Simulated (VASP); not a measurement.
Here is a VASP 6.6.1 calculation.

File INCAR:

```
PREC = Accurate ; ENCUT = 520
EDIFF = 1E-7 ; ISMEAR = -1
SIGMA = 0.05 ; LREAL = False
LASPH = True ; NELM = 100
ALGO = Normal ; ISIF = 2
LWAVE = False ; LCHARG = True
GGA = PE ; LELF = True
LVHAR = True ; NBANDS = 17
```

KPOINTS

```
regular mesh
0
Gamma
  7 7 7
```

Contents of POSCAR:

```
Pd
1.0
    0.0000000000      2.9213108823      2.9213108823
    2.9213108823      0.0000000000      2.9213108823
    2.9213108823      2.9213108823      0.0000000000
Pd
2
Direct
    1.0000000000      1.0000000000      1.0000000000
    0.2500000000      0.2500000000      0.2500000000
```

Potentials or basis: VASP PAW PBE potentials, release 64 (Pd).

Command:

```bash
$ cat potpaw_PBE.64/Pd/POTCAR > POTCAR
$ mpirun -np 1 vasp_std > vasp.out
```

(1) What does it give for the band gap on the k mesh?

(2) What does it give for the pressure?

## Answers

(1) none (metal or under the smearing width).

(2) -1.2 GPa.
